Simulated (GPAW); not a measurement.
Crystal: SnSe2.

```
Sn Se
1.0
     3.81100    0.00000    0.00000
    -1.90550    3.30042    0.00000
     0.00000    0.00000    6.13600
Sn Se
1 2
Direct
  0.00000 0.00000 0.00000
  0.66667 0.33333 0.75100
  0.33333 0.66667 0.24900
```

| Quantity | Value |
| --- | --- |
| Program | GPAW 26.7.0 |
| Task | relaxation of cell and atoms |
| Functional | r2SCAN |
| Dispersion | D4 |
| Potentials or basis | GPAW PAW data sets (gpaw-data 1.2.1) |
| Cutoff | 600 eV |
| Basis | pw |
| k mesh | 6 × 6 × 3 |
| Occupations | fermi-dirac, width 0.05 eV |
| Spin | no spin polarisation |

At the start: pressure 2.7 GPa; volume 25.73 Å³/atom.

**Question.** Where does the relaxation end?

**Answer.** Over 10 steps the energy falls by 10.1 meV/atom and the volume is 26.69 Å³/atom (+3.7 %); space group P-3m1 (No. 164, to 0.05 Å).

Step by step:
```csv
step,energy change (eV),largest force (eV/Å),pressure (GPa),volume (Å³)
1,0.0000,0.4888,2.71,77.18
2,-0.0134,0.3413,1.94,77.66
3,-0.0280,0.0125,0.14,78.89
4,-0.0280,0.0257,0.07,78.96
5,-0.0282,0.0438,-0.03,79.09
6,-0.0287,0.0629,-0.14,79.32
7,-0.0293,0.0714,-0.22,79.69
8,-0.0300,0.0517,-0.16,80.02
9,-0.0302,0.0201,-0.03,80.10
10,-0.0302,0.0064,0.03,80.06
```

Final structure:
```yaml
crystal:
  lattice:
    - [3.82636, 0.00000, 0.00000]
    - [-1.91318, 3.31373, 0.00000]
    - [0.00000, 0.00000, 6.31442]
  atoms:
    - { symbol: Sn, position: [0.00000, 0.00000, 0.00000] }
    - { symbol: Se, position: [0.66667, 0.33333, 0.75093] }
    - { symbol: Se, position: [0.33333, 0.66667, 0.24907] }
```

Caveat: later steps reuse the first step's grids; the PAW data sets were made with another functional, which shifts forces and pressure a little.
